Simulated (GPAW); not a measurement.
Wanted: an ASE script for a GPAW 26.7.0 run.

```
Task                : dielectric tensor
Functional          : RPBE
Potentials or basis : the program's PAW data sets (release 1.2.1) made for this functional
Cutoff              : 650 eV
Basis               : pw
k mesh              : 8 × 8 × 4
Occupations         : fermi-dirac, width 0.001 eV
Spin                : no spin polarisation
Response ecut       : 80 eV
Maxiter             : 150
Response k mesh     : 13 × 13 × 7
Response bands      : 58
Kernels             : ["RPA"]
Coarser k mesh      : 13 × 13 × 7
```

The structure of ZnO (zincite) lies in POSCAR:

```
ZnO
1.0
    3.2493080000      0.0000000000      0.0000000000
   -1.6246540000      2.8139832727      0.0000000000
    0.0000000000      0.0000000000      5.2057090000
Zn O
2 2
Direct
    0.6666666667      0.3333333333      0.0000000000
    0.3333333333      0.6666666667      0.5000000000
    0.3333333333      0.6666666667      0.8790100000
    0.6666666667      0.3333333333      0.3790100000
```

These files were run (other wordings do the same):

run.py

```python
import numpy as np
from ase.dft.bandgap import bandgap
from ase.io import read, write
from gpaw import GPAW, PW
from gpaw.response.df import DielectricFunction

atoms = read('POSCAR')

calc = GPAW(mode=PW(650),
            xc='RPBE',
            kpts={'size': (8, 8, 4), 'gamma': True},
            occupations={'name': 'fermi-dirac', 'width': 0.001},
            nbands=31,
            convergence={'density': 1e-06},
            maxiter=150,
            txt='gpaw.txt')
atoms.calc = calc
energy = atoms.get_potential_energy()
calc.write('gs.gpw')
write('result.traj', atoms)
print(f'Energy: {energy:.6f} eV')
print('Fermi level:', round(calc.get_fermi_level(), 4), 'eV')
print(f'Gap: {bandgap(calc)[0]:.4f} eV, direct: {bandgap(calc, direct=True)[0]:.4f} eV')

for size in [(13, 13, 7)]:
    name = 'x'.join(str(n) for n in size)
    dense = calc.fixed_density(kpts={'size': size, 'gamma': True},
                               nbands=64, convergence={'bands': 58, 'eigenstates': 1e-7},
                               update_fermi_level=True, txt=f'dense-{name}.txt')
    dense.write(f'{name}.gpw', mode='all')
    df = DielectricFunction(f'{name}.gpw', frequencies=np.array([0.0]), hilbert=False, eta=0.001,
                            ecut=80, nbands=58, intraband=False, txt=f'df-{name}.txt')
    for xc in ['RPA']:
        for direction in ['x', 'y', 'z', [0, 1, 1], [1, 0, 1], [1, 1, 0]]:
            e0, e = df.get_macroscopic_dielectric_constant(xc=xc, direction=direction)
            print(f'{name} {xc} {direction}: {e0:.4f} without, {e:.4f} with local fields')
```

Potentials or basis: the program's PAW data sets (release 1.2.1) made for this functional, pw.

Launch:

```console
$ OMP_NUM_THREADS=1 python run.py
```

It gave:

```yaml
Band_gap_on_the_k_mesh: 0.90 eV, direct
Electronic_dielectric_tensor_diagonal: 4.91, 4.91, 4.93
```

Caveat: the long-wavelength limit can be off by several per cent where d states take part; an odd mesh through Γ misses points on the zone boundary, where band edges often lie.

Wall time 6.1 min on 1 thread of Arm Neoverse V1 (shared host), peak memory 0.63 GiB.
